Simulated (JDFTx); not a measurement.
Input of a JDFTx 1.7.0 (patched build) run:

File SiS.in:

```
lattice \
   17.0075351216     0.0000000000     0.0000000000 \
    0.0000000000    17.0075351216     0.0000000000 \
    0.0000000000     0.0000000000    20.7869873709
coords-type Lattice
ion Si     0.5051330000     0.4987620000     0.4154730000 1
ion S      0.4983380000     0.5041980000     0.5932430000 1

ion-species pseudo/Si.upf
ion-species pseudo/S.upf
elec-cutoff 26
elec-ex-corr gga-PBE
van-der-waals D3
kpoint-folding 1 1 1
elec-n-bands 5
electronic-minimize nIterations 100 energyDiffThreshold 1e-07
coulomb-interaction Isolated
coulomb-truncation-embed 0.501736 0.501480 0.504358
core-overlap-check none
forces-output-coords Cartesian
ionic-minimize nIterations 40 energyDiffThreshold 1e-6 knormThreshold 1e-4

dump-name run.$VAR
dump End Ecomponents EigStats BandEigs Kpoints Forces ElecDensity Dtot KEdensity
```

Potentials or basis: PseudoDojo-SR-PBE-0.5-standard with smoothed tails.

Command:

```console
$ jdftx -c 1 -i SiS.in -o SiS.out
```

(1) What does it give for the energy gained by relaxing?

(2) What does it give for the Loewdin charges?

Results:

(1) 0.4 meV/atom.

(2) Si +0.34; S -0.21 e.
